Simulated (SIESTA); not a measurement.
**Au under changes of volume**

One of the cells (18.571 Å³/atom); the others are scaled copies at fixed shape and fractional positions:

```
CELL_PARAMETERS angstrom
-1.66824 1.66824 1.66824
1.66824 -1.66824 1.66824
1.66824 1.66824 -1.66824
ATOMIC_POSITIONS crystal
Au 0.00000 0.00000 0.00000
```

This isn't the form of Au at room conditions, which is fcc.

| Quantity | Value |
| --- | --- |
| Program | SIESTA 5.4.2 |
| Functional | PBEsol |
| Potentials or basis | PseudoDojo 0.4 standard (PBEsol files) |
| Basis | DZP (energy shift 0.003 Ry; two zetas on semicore shells) |
| Grid cutoff | 800 Ry |
| Energy shift | 0.003 Ry |
| k mesh | 11 × 11 × 11 |
| Occupations | fermi-dirac, width 0.05 eV |
| Spin | no spin polarisation |

```tsv
volume (Å³/atom)	energy over the lowest point (meV/atom)	pressure (GPa)
17.115	0.00	1.2
17.479	1.67	-2.4
17.843	?	?
18.571	47.01	-10.5
18.935	73.26	-12.6
19.299	103.76	-14.3
```

Problem. What does the run at 17.843 Å³/atom give?

Solution. Energy over the lowest point 10.66 meV/atom; pressure -5.4 GPa.

Worked out: A Birch-Murnaghan fit of order 3 (a polynomial in V^(-2/3)) to the other rows has its minimum at 17.22 Å³/atom with B0 = V·E''(V) = 166 GPa and B' = 4.8. It gives 10.59 meV/atom at 17.843 Å³/atom, against the run's 10.66, and -dE/dV = -5.4 GPa, against -5.4.

Energies are extrapolated to zero smearing.

Caveats: short orbitals over semicore shells can move pressures by several GPa; the basis of atomic orbitals isn't converged, which shifts pressures, moduli and gaps.
